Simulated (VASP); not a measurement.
# TePb (Fm-3m) in VASP: settings compared, part 2 of 2

VASP 6.6.1. Earlier steps stand in the parts before.

## Step 5: Single point, HSE06, spin-orbit coupling, no magnetisation

The input, POSCAR:

```
TePb
1.0
    0.0000000000      3.2310000000      3.2310000000
    3.2310000000      0.0000000000      3.2310000000
    3.2310000000      3.2310000000      0.0000000000
Pb Te
1 1
Direct
    0.0000000000      0.0000000000      0.0000000000
    0.5000000000      0.5000000000      0.5000000000
```

The input, INCAR.step1:

```
SYSTEM = TePb
PREC     = Accurate       ! precision mode
ENCUT    = 520            ! plane-wave cutoff, eV
EDIFF    = 1E-5           ! SCF threshold, eV
ISMEAR   = -1             ! smearing method
SIGMA    = 0.05           ! smearing width, eV
LREAL    = .False.        ! projectors in reciprocal space
LASPH    = .True.         ! aspherical terms in the spheres
NELM     = 100            ! most SCF steps
ALGO     = Normal         ! electronic algorithm
ISIF     = 2              ! what is computed and relaxed
LWAVE    = .True.         ! write WAVECAR
LCHARG   = .False.        ! write CHGCAR
MAGMOM   = 0 0 0 0 0 0    ! initial moments
LORBIT   = 11             ! projections on sites
LSORBIT  = .True.         ! spin-orbit coupling
GGA_COMPAT= .False.      
GGA      = PE             ! functional
```

The input, INCAR.step2:

```
SYSTEM = TePb
PREC     = Accurate       ! precision mode
ENCUT    = 520            ! plane-wave cutoff, eV
EDIFF    = 1E-6           ! SCF threshold, eV
ISMEAR   = -1             ! smearing method
SIGMA    = 0.05           ! smearing width, eV
LREAL    = .False.        ! projectors in reciprocal space
LASPH    = .True.         ! aspherical terms in the spheres
NELM     = 100            ! most SCF steps
ALGO     = Normal         ! electronic algorithm
ISIF     = 2              ! what is computed and relaxed
LWAVE    = .False.        ! write WAVECAR
LCHARG   = .False.        ! write CHGCAR
MAGMOM   = 0 0 0 0 0 0    ! initial moments
LORBIT   = 11             ! projections on sites
LSORBIT  = .True.         ! spin-orbit coupling
GGA_COMPAT= .False.      
GGA      = PE             ! functional
LHFCALC  = .True.         ! exact exchange
HFSCREEN = 0.2            ! screening, 1/A
PRECFOCK = Fast         
ISTART   = 1
```

The input, KPOINTS:

```
Automatic mesh
0
Gamma
  3 3 3
  0 0 0
```

Potentials or basis: VASP PAW PBE potentials, release 64 (Pb_d, Te).

Run with:

```console
$ cat potpaw_PBE.64/Pb_d/POTCAR potpaw_PBE.64/Te/POTCAR > POTCAR
$ cp INCAR.step1 INCAR
$ mpirun -np 1 vasp_ncl > vasp.out
$ cp INCAR.step2 INCAR
$ mpirun -np 1 vasp_ncl > vasp.out
```

OUTCAR:

```text
SYSTEM = TePb
   PREC = Accurate
   ENCUT = 520
   EDIFF = 1E-6
   ISMEAR = -1
   LREAL = .False.
   LASPH = .True.
   NELM = 100
   ISIF = 2
   LORBIT = 11
   LSORBIT = .True.
   GGA = PE
   LHFCALC = .True.
   HFSCREEN = 0.2
   PRECFOCK = Fast
   ISTART = 1

 ion  position               nearest neighbor table
   1  0.000  0.000  0.000-   2 3.23   2 3.23   2 3.23   2 3.23   2 3.23   2 3.23
   2  0.500  0.500  0.500-   1 3.23   1 3.23   1 3.23   1 3.23   1 3.23   1 3.23

  LATTYP: Found a face centered cubic cell.
 ALAT       =     6.4620000000

  Lattice vectors:

 A1 = (   0.0000000000,   3.2310000000,   3.2310000000)
 A2 = (   3.2310000000,   0.0000000000,   3.2310000000)
 A3 = (   3.2310000000,   3.2310000000,   0.0000000000)
[... 378 lines left out ...]
 l=   3
     0.0000000     0.0000000     0.0000000     0.0000000     0.0000000     0.0000000     0.0000000
     0.0000000     0.0000000     0.0000000     0.0000000     0.0000000     0.0000000     0.0000000
     0.0000000     0.0000000     0.0000000     0.0000000     0.0000000     0.0000000     0.0000000
     0.0000000     0.0000000     0.0000000     0.0000000     0.0000000     0.0000000     0.0000000
     0.0000000     0.0000000     0.0000000     0.0000000     0.0000000     0.0000000     0.0000000
     0.0000000     0.0000000     0.0000000     0.0000000     0.0000000     0.0000000     0.0000000
     0.0000000     0.0000000     0.0000000     0.0000000     0.0000000     0.0000000     0.0000000

 total charge

# of ion       s       p       d       tot
------------------------------------------
    1        1.473   0.577   9.838  11.887
    2        1.349   2.129   0.017   3.495
--------------------------------------------------
tot          2.821   2.705   9.856  15.382

 magnetization (x)

# of ion       s       p       d       tot
------------------------------------------
    1        0.000   0.000   0.000   0.000
    2        0.000   0.000  -0.000   0.000
--------------------------------------------------
tot          0.000   0.000  -0.000   0.000

 magnetization (y)

# of ion       s       p       d       tot
------------------------------------------
    1        0.000   0.000  -0.000   0.000
    2        0.000  -0.000   0.000  -0.000
--------------------------------------------------
tot          0.000  -0.000  -0.000   0.000

 magnetization (z)

# of ion       s       p       d       tot
------------------------------------------
    1        0.000   0.000  -0.000   0.000
    2        0.000   0.000  -0.000   0.000
--------------------------------------------------
tot          0.000   0.000  -0.000   0.000
```

OSZICAR.step1:

```text
N       E                     dE             d eps       ncg     rms          rms(c)
DAV:   1     0.191117401706E+03    0.19112E+03   -0.89520E+03   224   0.140E+03
DAV:   2     0.107237630465E+02   -0.18039E+03   -0.17558E+03   224   0.373E+02
DAV:   3    -0.736716863768E+01   -0.18091E+02   -0.17787E+02   296   0.138E+02
DAV:   4    -0.809912972032E+01   -0.73196E+00   -0.72991E+00   268   0.304E+01
DAV:   5    -0.813139422458E+01   -0.32265E-01   -0.32261E-01   352   0.623E+00    0.475E+00
DAV:   6    -0.803691325217E+01    0.94481E-01   -0.20769E-01   304   0.406E+00    0.305E+00
DAV:   7    -0.803667746271E+01    0.23579E-03   -0.58522E-02   332   0.138E+00    0.167E+00
DAV:   8    -0.803833370376E+01   -0.16562E-02   -0.28145E-03   272   0.495E-01    0.623E-01
DAV:   9    -0.803879234217E+01   -0.45864E-03   -0.13931E-03   264   0.481E-01    0.128E-01
DAV:  10    -0.803893144658E+01   -0.13910E-03   -0.19615E-04   260   0.135E-01    0.366E-02
DAV:  11    -0.803895013694E+01   -0.18690E-04   -0.20640E-05   232   0.423E-02    0.188E-02
DAV:  12    -0.803895912075E+01   -0.89838E-05   -0.97608E-06   192   0.245E-02
   1 F= -.80389591E+01 E0= -.80389508E+01  d E =-.166028E-04  mag=     0.0000    -0.0000     0.0000
```

Wall time 6.7 min (1 thread of Intel Xeon Platinum 8559C (Emerald Rapids), shared host); peak memory 0.48 GiB.

Results:

```yaml
Free_energy: -9.5067 eV
Pressure: 0.7 GPa
Valence_electrons_inside_the_program's_atomic_spheres: Pb 11.89; Te 3.50
```

Caveat: the k mesh is coarse (spacing up to 0.56 Å⁻¹), so the values aren't converged, least of all with exact exchange; this odd mesh misses L, where the gap lies, so gap, dielectric constants and Born charges aren't listed; the PAW data sets were made with another functional, which shifts forces and pressure a little.

## Step 6: For comparison

An earlier run on the cell as given: functional PBEsol; potentials or basis VASP PAW PBE potentials, release 64 (Pb_d, Te); cutoff 520 eV; k mesh 7 × 7 × 7; occupations fermi-dirac, width 0.05 eV; no spin polarisation.

* Pressure: -0.4 GPa

## Step 7: The runs side by side

| task | level | spin | cell | k mesh | cutoff (eV) | smearing | grid for exact exchange (PRECFOCK) | exchange at q = 0 | screening parameter | ladder | mesh quality | gap on the mesh (eV) | pressure (GPa) | relaxed volume (Å³/atom) |
| --- | --- | --- | --- | --- | --- | --- | --- | --- | --- | --- | --- | --- | --- | --- |
| single point | PBE | off | as given | 7 × 7 × 7 | 520 | gaussian 0.02 eV | - | - | - | - | not flagged | - | 2.1 | - |
| relaxation of cell and atoms | PBEsol0 | off | relaxed | 4 × 4 × 4 | 600 | fermi-dirac 0.05 eV | Fast | truncated | - | - | coarse | 1.55 | 0.1 | 33.16 |
| relaxation of cell and atoms | HSE06 | off | relaxed | 4 × 4 × 4 | 600 | fermi-dirac 0.05 eV | Fast | - | 0.2 1/A | - | coarse | 1.15 | 0.0 | 34.50 |
| single point | HSE06 | SOC, no magnetisation | as given | 3 × 3 × 3 | 520 | fermi-dirac 0.05 eV | Fast | - | 0.2 1/A | - | coarse | - | 0.7 | - |
| single point | PBEsol | off | as given | 7 × 7 × 7 | 520 | fermi-dirac 0.05 eV | - | - | - | free | not flagged | - | -0.4 | - |

Alike in all rows: potentials or basis VASP PAW PBE potentials, release 64 (Pb_d, Te).

Caveats: some runs use coarse meshes; the PAW data sets were made with another functional, which shifts forces and pressure a little (some runs); spin-orbit coupling is left out, which as a rule narrows the gap of such compounds by several tenths of an eV (some runs).

Absolute energies hang on the potentials; compare differences alone.
